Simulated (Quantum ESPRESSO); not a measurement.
# ZrB2 (P6/mmm) in Quantum ESPRESSO: single point with PBEsol

Aim: the single point of ZrB2 with PBEsol.

Program: Quantum ESPRESSO 7.5. These are calculated values, not measurements. Logs are shortened: lines on timing, memory, paths and dates and some standing lists are left out, and cuts for length are marked.

### 1 The structure

The structure is hexagonal, space group P6/mmm (No. 191). Conventional cell: a = 3.170 Å, b = 3.170 Å, c = 3.533 Å, α = 90.00°, β = 90.00°, γ = 120.00°. Zr (site symmetry 6/mmm) has 12 B at 2.54 Å as nearest neighbours. Around B (site symmetry -6m2) lie 3 B at 1.83 Å.

### 2 Single point, PBEsol

Input file run.py:

```python
import numpy as np
from ase.calculators.espresso import Espresso, EspressoProfile
from ase.io import read

atoms = read('ZrB2.cif')

input_data = {
    'control': {'calculation': 'scf', 'prefix': 'pwscf', 'outdir': './tmp', 'tprnfor': True, 'tstress': True, 'disk_io': 'nowf'},
    'system': {'ecutwfc': 55.0, 'ecutrho': 440.0, 'nbnd': 15, 'input_dft': 'pbesol', 'occupations': 'smearing', 'smearing': 'mp', 'degauss': 0.00367493},
    'electrons': {'conv_thr': 6e-10, 'electron_maxstep': 120, 'mixing_beta': 0.5},
}
pseudopotentials = {'B': 'b_pbe_v1.4.uspp.F.UPF', 'Zr': 'Zr_pbe_v1.uspp.F.UPF'}
profile = EspressoProfile(command='pw.x', pseudo_dir='pseudo')
dft = Espresso(profile=profile, input_data=input_data, pseudopotentials=pseudopotentials, kpts=(10, 10, 8), koffset=(0, 0, 0))
atoms.calc = dft

print(f'energy {atoms.get_potential_energy():.8f} eV')
print('forces (eV/A)')
print(np.round(atoms.get_forces(), 6))
print('stress (eV/A^3, Voigt)')
print(np.round(atoms.get_stress(), 8))
print(f'Fermi level {dft.get_fermi_level():.4f} eV')
```

Input file ZrB2.cif:

```cif
data_ZrB2
_cell_length_a 3.17000000
_cell_length_b 3.17000000
_cell_length_c 3.53300000
_cell_angle_alpha 90.00000000
_cell_angle_beta 90.00000000
_cell_angle_gamma 120.00000000
_space_group_name_H-M_alt 'P1'
_space_group_name_Hall 'P 1'
_space_group_IT_number 1
loop_
_space_group_symop_operation_xyz
'x,y,z'
loop_
_atom_site_label
_atom_site_type_symbol
_atom_site_symmetry_multiplicity
_atom_site_Wyckoff_symbol
_atom_site_fract_x
_atom_site_fract_y
_atom_site_fract_z
_atom_site_occupancy
Zr1 Zr 1 a 0.0000000000 0.0000000000 0.0000000000 1
B1 B 1 a 0.6666666667 0.3333333333 0.5000000000 1
B2 B 1 a 0.3333333333 0.6666666667 0.5000000000 1
```

Potentials or basis: SSSP 1.3 efficiency PBE.

On the command line:

```console
> OMP_NUM_THREADS=1 python run.py
```

What it wrote:

```text
energy -1523.34240493 eV
forces (eV/A)
[[ 0. -0.  0.]
 [-0.  0.  0.]
 [ 0.  0.  0.]]
stress (eV/A^3, Voigt)
[ 0.02819019  0.02819019  0.0265522  -0.         -0.          0.        ]
Fermi level 15.6649 eV
```

espresso.pwi:

```text
&CONTROL
   calculation      = 'scf'
   tstress          = .true.
   tprnfor          = .true.
   outdir           = './tmp'
   prefix           = 'pwscf'
   disk_io          = 'nowf'
   pseudo_dir       = 'pseudo'
/
&SYSTEM
   nbnd             = 15
   ecutwfc          = 55.0
   ecutrho          = 440.0
   occupations      = 'smearing'
   degauss          = 0.00367493
   smearing         = 'mp'
   input_dft        = 'pbesol'
   ntyp             = 2
   nat              = 3
   ibrav            = 0
/
&ELECTRONS
   electron_maxstep = 120
   conv_thr         = 6e-10
   mixing_beta      = 0.5
/
&IONS
/
&CELL
/
&FCP
/
&RISM
/
ATOMIC_SPECIES
Zr 91.224 Zr_pbe_v1.uspp.F.UPF
B 10.81 b_pbe_v1.4.uspp.F.UPF

K_POINTS automatic
10 10 8  0 0 0

CELL_PARAMETERS angstrom
3.17000000000000 0.00000000000000 0.00000000000000
-1.58500000000000 2.74530052999667 0.00000000000000
0.00000000000000 0.00000000000000 3.53300000000000

ATOMIC_POSITIONS angstrom
Zr 0.0000000000 0.0000000000 0.0000000000  
B 1.5850000002 0.9151001766 1.7665000000  
B -0.0000000002 1.8302003534 1.7665000000
```

espresso.pwo:

```text
This program is part of the open-source Quantum ESPRESSO suite
     for quantum simulation of materials; please cite
         "P. Giannozzi et al., J. Phys.:Condens. Matter 21 395502 (2009);
         "P. Giannozzi et al., J. Phys.:Condens. Matter 29 465901 (2017);
         "P. Giannozzi et al., J. Chem. Phys. 152 154105 (2020);
     in publications or presentations arising from this work. More details at

Warning: card &CELL ignored
Warning: card &FCP ignored
Warning: card &RISM ignored

     IMPORTANT: XC functional enforced from input :
     Exchange-correlation= PBESOL
                           (   1   4  10   8   0   0   0)
     Any further DFT definition will be discarded
     Please, verify this is what you really want

     Message from routine setup:
     using ibrav=0 with symmetry is DISCOURAGED, use correct ibrav instead

     G-vector sticks info
     --------------------
     sticks:   dense  smooth     PW     G-vecs:    dense   smooth      PW
     Sum        1069     547    163                32229    11449    1943

     Using Slab Decomposition

     bravais-lattice index     =            0
     lattice parameter (alat)  =       5.9904  a.u.
     unit-cell volume          =     207.4863 (a.u.)^3
     number of atoms/cell      =            3
     number of atomic types    =            2
     number of electrons       =        18.00
     number of Kohn-Sham states=           15
     kinetic-energy cutoff     =      55.0000  Ry
     charge density cutoff     =     440.0000  Ry
     scf convergence threshold =      6.0E-10
     mixing beta               =       0.5000
     number of iterations used =            8  plain     mixing
     Exchange-correlation= PBESOL
                           (   1   4  10   8   0   0   0)

     celldm(1)=   5.990432  celldm(2)=   0.000000  celldm(3)=   0.000000
     celldm(4)=   0.000000  celldm(5)=   0.000000  celldm(6)=   0.000000

     crystal axes: (cart. coord. in units of alat)
               a(1) = (   1.000000   0.000000   0.000000 )
               a(2) = (  -0.500000   0.866025   0.000000 )
               a(3) = (   0.000000   0.000000   1.114511 )

     reciprocal axes: (cart. coord. in units 2 pi/alat)
               b(1) = (  1.000000  0.577350 -0.000000 )
               b(2) = (  0.000000  1.154701  0.000000 )
               b(3) = (  0.000000 -0.000000  0.897254 )

     PseudoPot. # 1 for Zr read from file:
     Zr_pbe_v1.uspp.F.UPF
     Pseudo is Ultrasoft + core correction, Zval = 12.0
     Generated by new atomic code, or converted to UPF format
     Using radial grid of  887 points,  6 beta functions with:
                l(1) =   0
                l(2) =   0
                l(3) =   1
                l(4) =   1
                l(5) =   2
                l(6) =   2
     Q(r) pseudized with  6 coefficients,  rinner =    1.200   1.200   1.200
                                                       1.200   1.200

     PseudoPot. # 2 for B  read from file:
     b_pbe_v1.4.uspp.F.UPF
     Pseudo is Ultrasoft + core correction, Zval =  3.0
     Generated by new atomic code, or converted to UPF format
     Using radial grid of  781 points,  4 beta functions with:
                l(1) =   0
                l(2) =   0
                l(3) =   1
                l(4) =   1
     Q(r) pseudized with  8 coefficients,  rinner =    1.100   1.100   1.100

     atomic species   valence    mass     pseudopotential
     Zr               12.00    91.22400     Zr( 1.00)
     B                 3.00    10.81000     B ( 1.00)

     24 Sym. Ops., with inversion, found

   Cartesian axes

     site n.     atom                  positions (alat units)
         1        Zr     tau(   1) = (   0.0000000   0.0000000   0.0000000  )
         2        B      tau(   2) = (   0.5000000   0.2886751   0.5572555  )
         3        B      tau(   3) = (  -0.0000000   0.5773503   0.5572555  )

     number of k points=    70  Methfessel-Paxton smearing, width (Ry)=  0.0037
                       cart. coord. in units 2pi/alat
        k(    1) = (   0.0000000   0.0000000   0.0000000), wk =   0.0025000
        k(    2) = (   0.0000000   0.0000000   0.1121568), wk =   0.0050000
        k(    3) = (   0.0000000   0.0000000   0.2243136), wk =   0.0050000
        k(    4) = (   0.0000000   0.0000000   0.3364704), wk =   0.0050000
        k(    5) = (   0.0000000   0.0000000  -0.4486272), wk =   0.0025000
        k(    6) = (   0.0000000   0.1154701   0.0000000), wk =   0.0150000
[... 62 lines left out ...]
        k(   69) = (   0.3000000   0.5196152   0.3364704), wk =   0.0300000
        k(   70) = (   0.3000000   0.5196152  -0.4486272), wk =   0.0150000

     Dense  grid:    32229 G-vectors     FFT dimensions: (  40,  40,  45)

     Smooth grid:    11449 G-vectors     FFT dimensions: (  30,  30,  32)

     Initial potential from superposition of free atoms

     starting charge      17.9973, renormalised to      18.0000

     negative rho (up, down):  5.953E-02 0.000E+00
     Starting wfcs are   21 randomized atomic wfcs

     Self-consistent Calculation

     iteration #  1     ecut=    55.00 Ry     beta= 0.50
     Davidson diagonalization with overlap
     ethr =  1.00E-02,  avg # of iterations =  2.2

     negative rho (up, down):  6.039E-02 0.000E+00

     total energy              =    -111.88120232 Ry
     estimated scf accuracy    <       0.25349997 Ry

     iteration #  2     ecut=    55.00 Ry     beta= 0.50
     Davidson diagonalization with overlap
     ethr =  1.41E-03,  avg # of iterations =  2.2

     negative rho (up, down):  6.096E-02 0.000E+00

     total energy              =    -111.95452168 Ry
     estimated scf accuracy    <       0.04192972 Ry
[... 46 lines left out ...]
     iteration #  8     ecut=    55.00 Ry     beta= 0.50
     Davidson diagonalization with overlap
     ethr =  2.09E-11,  avg # of iterations =  2.2

     negative rho (up, down):  6.156E-02 0.000E+00

     total energy              =    -111.96361144 Ry
     estimated scf accuracy    <          1.5E-09 Ry

     iteration #  9     ecut=    55.00 Ry     beta= 0.50
     Davidson diagonalization with overlap
     ethr =  8.56E-12,  avg # of iterations =  1.6

     negative rho (up, down):  6.156E-02 0.000E+00

     End of self-consistent calculation

          k = 0.0000 0.0000 0.0000 (  1413 PWs)   bands (ev):

   -32.6580 -10.8969 -10.3368 -10.3368   3.0956  13.1783  13.1783  13.1791
    13.4872  19.1979  19.1979  19.9942  19.9942  20.6762  20.9494

          k = 0.0000 0.0000 0.1122 (  1432 PWs)   bands (ev):

   -32.6551 -10.9536 -10.3330 -10.3330   3.3273  11.9865  13.3254  13.3254
    14.6084  18.2237  18.2237  19.5257  19.5257  20.6984  22.2716

          k = 0.0000 0.0000 0.2243 (  1426 PWs)   bands (ev):

   -32.6481 -11.0871 -10.3237 -10.3237   3.9503  10.6136  13.7542  13.7542
    15.8678  17.0888  17.0888  18.4337  18.4337  20.7566  23.3240

          k = 0.0000 0.0000 0.3365 (  1402 PWs)   bands (ev):

   -32.6411 -11.2163 -10.3143 -10.3143   4.7342   9.3981  14.3977  14.3977
    16.3619  16.3619  17.0527  17.2354  17.2354  20.8230  23.1013
[... 93 lines left out ...]
   -32.5415 -11.1760 -10.8924 -10.5153   5.9349   8.4334  11.9968  12.5664
    13.1907  17.4402  19.4448  20.9597  21.0407  22.4845  23.8995

          k = 0.0000 0.4619 0.3365 (  1435 PWs)   bands (ev):

   -32.5350 -11.1539 -10.9999 -10.5019   5.8373   8.8960  11.5405  12.0043
    13.5072  18.0801  20.1035  21.0153  21.6037  22.0137  24.3190

          k = 0.0000 0.4619-0.4486 (  1436 PWs)   bands (ev):

   -32.5323 -11.1443 -11.0440 -10.4964   5.7670   9.2699  11.3718  11.5411
    13.6768  19.3519  19.5075  20.3421  21.9100  22.5895  24.0740

          k = 0.0000-0.5774 0.0000 (  1436 PWs)   bands (ev):

   -32.5392 -11.2917 -10.7189 -10.5544   6.8478   7.3413  11.9017  12.7697
    13.0878  18.0542  18.0959  20.7474  20.8146  22.3027  23.5077

          k = 0.0000-0.5774 0.1122 (  1418 PWs)   bands (ev):

   -32.5365 -11.2823 -10.7642 -10.5487   7.0662   7.0683  12.2484  12.4587
    13.0730  17.5781  18.6608  20.7981  21.4553  22.2759  23.5869

          k = 0.0000-0.5774 0.2243 (  1426 PWs)   bands (ev):

   -32.5301 -11.2593 -10.8717 -10.5350   6.5177   7.6623  11.8555  12.7899
    12.9690  17.3265  19.9885  20.9262  22.1118  22.1997  23.7329

          k = 0.0000-0.5774 0.3365 (  1446 PWs)   bands (ev):

   -32.5236 -11.2362 -10.9767 -10.5213   6.0681   8.4189  11.3737  12.0992
    13.5895  18.1260  21.0637  21.4145  21.4928  22.1095  23.8081

          k = 0.0000-0.5774-0.4486 (  1436 PWs)   bands (ev):

   -32.5210 -11.2266 -11.0195 -10.5155   5.9012   8.8434  11.1971  11.6563
    13.8268  19.5383  19.8785  21.1238  22.0685  22.3074  23.8627

          k = 0.1000 0.1732 0.0000 (  1417 PWs)   bands (ev):

   -32.6265 -10.8498 -10.6010 -10.4038   3.6809  11.7948  12.9334  12.9643
    13.7629  18.2114  18.6016  19.0371  20.1455  22.2987  22.4538

          k = 0.1000 0.1732 0.1122 (  1420 PWs)   bands (ev):

   -32.6236 -10.9040 -10.5949 -10.3994   3.8785  11.8699  12.1003  12.9867
    14.5095  16.9809  18.6423  19.5882  20.5078  21.9501  22.3412

          k = 0.1000 0.1732 0.2243 (  1423 PWs)   bands (ev):

   -32.6168 -11.0310 -10.5811 -10.3887   4.3926  10.9813  12.0638  12.9979
    15.5577  15.8810  18.1225  19.2150  20.2501  22.6673  22.9626
[... 173 lines left out ...]
   -32.5174 -11.0574 -10.8788 -10.8485   7.0654   7.9805   9.9103  13.0421
    13.3059  18.6359  19.3277  20.0119  22.8049  23.2130  24.8924

          k = 0.3000 0.5196 0.3365 (  1440 PWs)   bands (ev):

   -32.5110 -11.0366 -10.9509 -10.8603   6.7601   7.7024  10.5894  13.1030
    13.1056  19.5664  20.7860  21.0009  22.4451  22.7132  23.3926

          k = 0.3000 0.5196-0.4486 (  1436 PWs)   bands (ev):

   -32.5084 -11.0278 -10.9927 -10.8525   6.6349   7.5906  10.9270  13.0464
    13.1081  19.8149  21.5385  21.9125  22.0613  22.7742  22.9006

     the Fermi energy is    15.6649 ev

!    total energy              =    -111.96361144 Ry
     estimated scf accuracy    <          9.9E-12 Ry
     smearing contrib. (-TS)   =      -0.00002018 Ry
     internal energy E=F+TS    =    -111.96359126 Ry

     The total energy is F=E-TS. E is the sum of the following terms:
     one-electron contribution =      -3.90277716 Ry
     hartree contribution      =      12.24175748 Ry
     xc contribution           =     -23.71178361 Ry
     ewald contribution        =     -96.59078797 Ry

     convergence has been achieved in   9 iterations

     negative rho (up, down):  6.156E-02 0.000E+00

     Forces acting on atoms (cartesian axes, Ry/au):

     atom    1 type  1   force =     0.00000000   -0.00000000    0.00000000
     atom    2 type  2   force =    -0.00000000    0.00000000    0.00000000
     atom    3 type  2   force =     0.00000000    0.00000000    0.00000000

     Total force =     0.000000     Total SCF correction =     0.000000

     Computing stress (Cartesian axis) and pressure

     negative rho (up, down):  6.156E-02 0.000E+00
          total   stress  (Ry/bohr**3)                   (kbar)     P=      -44.29
  -0.00030703  -0.00000000   0.00000000          -45.17       -0.00        0.00
  -0.00000000  -0.00030703   0.00000000           -0.00      -45.17        0.00
   0.00000000   0.00000000  -0.00028919            0.00        0.00      -42.54

=------------------------------------------------------------------------------=
   JOB DONE.
=------------------------------------------------------------------------------=
```

Wall time 21 s (1 thread of Arm Neoverse V1, shared host); peak memory 0.17 GiB.

Results:

| Property | Result |
| --- | --- |
| Free energy | -1523.3425 eV |
| Pressure | -4.4 GPa |
| Band gap on the k mesh | none (metal or under the smearing width) |

Caveat: the potentials were made for another functional, which shifts forces and pressure.
